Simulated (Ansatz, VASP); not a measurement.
Y in VASP and in Ansatz

```xyz
1
Lattice="3.2735 0.0000 0.0000 0.0000 3.2735 0.0000 0.0000 0.0000 3.2735" Properties=species:S:1:pos:R:3 pbc="T T T"
Y     0.0000    0.0000    0.0000
```

This isn't the form of Y at room conditions, which is hcp.

Alike in both runs: task single point; functional PBE; k mesh 16 × 16 × 16; occupations fermi-dirac, width 0.05 eV; collinear spin.

```csv
,VASP,Ansatz
version,VASP 6.6.1,Ansatz 0.2.0
potentials or method,"VASP PAW PBE potentials, release 64 (Y_sv)","plane waves (420 eV) with PAW, scalar-relativistic"
plane-wave cutoff (eV),520,420
valence electrons in the cell,11,11
```

|  | VASP | Ansatz | Ansatz less VASP |
| --- | --- | --- | --- |
| net moment per atom (μB) | 0.75 | 0.76 | +0.008 |
| size of the moment on the site where the two differ most (μB) | 0.54 | 0.47 | -0.068 |

Site moments also hang on the region over which each program counts them.
